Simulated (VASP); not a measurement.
CO2:

```
C O
1.0
     0.00000    2.13187    2.13187
     2.13187    0.00000    2.13187
     2.13187    2.13187    0.00000
C O
1 2
Direct
  0.00000 0.00000 0.00000
  0.25000 0.25000 0.25000
  0.75000 0.75000 0.75000
```

The cell was built by a generator and needn't be a form met in nature.

```yaml
Program: VASP 6.6.1
Task: relaxation of cell and atoms
Functional: PBE
Potentials_or_basis: VASP PAW PBE potentials, release 64 (C, O)
Cutoff: 600 eV
k_mesh: 7 × 7 × 7
Occupations: fermi-dirac, width 0.1 eV
Spin: no spin polarisation
```

At the start: pressure 38.4 GPa; volume 6.46 Å³/atom.

Question: How do energy, volume and symmetry change on relaxing?

Answer: Over 5 steps the energy falls by 117.4 meV/atom and the volume is 7.60 Å³/atom (+17.6 %); space group Fm-3m (No. 225, to 0.05 Å).

Step by step:
```tsv
step	energy change (eV)	largest force (eV/Å)	pressure (GPa)	volume (Å³)
1	0.0000	0.0000	38.39	19.38
2	-0.3202	0.0000	-7.80	24.05
3	-0.3521	0.0000	0.30	22.76
4	-0.3521	0.0000	-0.21	22.83
5	-0.3521	0.0000	0.02	22.80
```

Final structure:
```cif
data_structure
_symmetry_space_group_name_H-M 'P 1'
_symmetry_Int_Tables_number 1
_cell_length_a 3.1828
_cell_length_b 3.1828
_cell_length_c 3.1828
_cell_angle_alpha 60.000
_cell_angle_beta 60.000
_cell_angle_gamma 60.000
_cell_volume 22.80
loop_
_atom_site_label
_atom_site_type_symbol
_atom_site_fract_x
_atom_site_fract_y
_atom_site_fract_z
_atom_site_occupancy
C1 C 0.00000 0.00000 0.00000 1
O1 O 0.25000 0.25000 0.25000 1
O2 O 0.75000 0.75000 0.75000 1
```

Caveat: the k mesh is coarse (spacing up to 0.36 Å⁻¹), so the values aren't converged; the volume moved by over 15 % at a fixed basis, so the end points are rough.
